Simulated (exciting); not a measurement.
A run of exciting (release sodium) is set up as follows.

input.xml

```xml
<input>
  <title>Cd</title>
  <structure speciespath="./" tshift="false">
    <crystal scale="1">
      <basevect>0.000000000000 4.191695530907 4.191695530907</basevect>
      <basevect>4.191695530907 0.000000000000 4.191695530907</basevect>
      <basevect>4.191695530907 4.191695530907 0.000000000000</basevect>
    </crystal>
    <species speciesfile="Cd.xml" rmt="2.3">
      <atom coord="0.000000000000 0.000000000000 0.000000000000"/>
    </species>
  </structure>
  <groundstate do="fromscratch" ngridk="10 10 10" rgkmax="9" gmaxvr="14" lmaxapw="10" lmaxmat="10" lmaxvr="8" xctype="GGA_PBE" stype="Gaussian" swidth="0.00183747" nempty="8" ValenceRelativity="iora*" epsengy="1e-05" epspot="1e-05" maxscl="60" tforce="true" outputlevel="normal"/>
</input>
```

Potentials or basis: all-electron LAPW+lo, shipped species files, valence relativity iora*.

Launch:

```bash
$ OMP_NUM_THREADS=1 exciting_smp
```

(1) Estimate the band gap on the k mesh.

Results:

(1) none (metal or under the smearing width).
